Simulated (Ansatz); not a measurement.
**Is this LiCl structure a true minimum?**

The structure comes from a generated guess, relaxed at this level; another structure or a mixture of phases may lie lower.

All numbers below come from DFT PBE, scalar-relativistic, plane waves, PAW (Ansatz). Cutoff 420 eV; k points 6×6×2 on the computed 10-atom cell (Γ-centred); Gaussian smearing, width 0.02 eV; no spin polarisation.

The cell below (10 atoms, space group P3m1 (No. 156)) is relaxed within its symmetry.

```yaml
crystal:
  lattice:
    - [3.90783, 0.00000, 0.00000]
    - [-1.95392, 3.38428, 0.00000]
    - [0.00000, 0.00000, 15.84528]
  atoms:
    - { symbol: Li, position: [0.33333, 0.66667, 0.12486] }
    - { symbol: Li, position: [0.33333, 0.66667, 0.52455] }
    - { symbol: Li, position: [0.66667, 0.33333, 0.72384] }
    - { symbol: Li, position: [0.00000, 0.00000, 0.92440] }
    - { symbol: Li, position: [0.66667, 0.33333, 0.32533] }
    - { symbol: Cl, position: [0.33333, 0.66667, 0.67509] }
    - { symbol: Cl, position: [0.00000, 0.00000, 0.07538] }
    - { symbol: Cl, position: [0.66667, 0.33333, 0.87490] }
    - { symbol: Cl, position: [0.33333, 0.66667, 0.27585] }
    - { symbol: Cl, position: [0.66667, 0.33333, 0.47581] }
```

For the test it was strained at random (σ = 1.5 % a component), the atoms were moved at random (σ = 0.10 Å), and all was relaxed again on a coarse 6×6×1 mesh (in the run’s order of axes) with 0.10 eV smearing, with no symmetry imposed.

Problem. Is the structure stable against such a distortion?

Solution. It returns, within 1 meV/atom of the unmoved cell on that mesh and with the same symmetry when read at 0.1 Å (P1 at 0.01 Å, so small strains and shifts remain). So it is stable against the distortions that fit this cell and that this random move excites. Modes that don't fit the cell aren't tested.
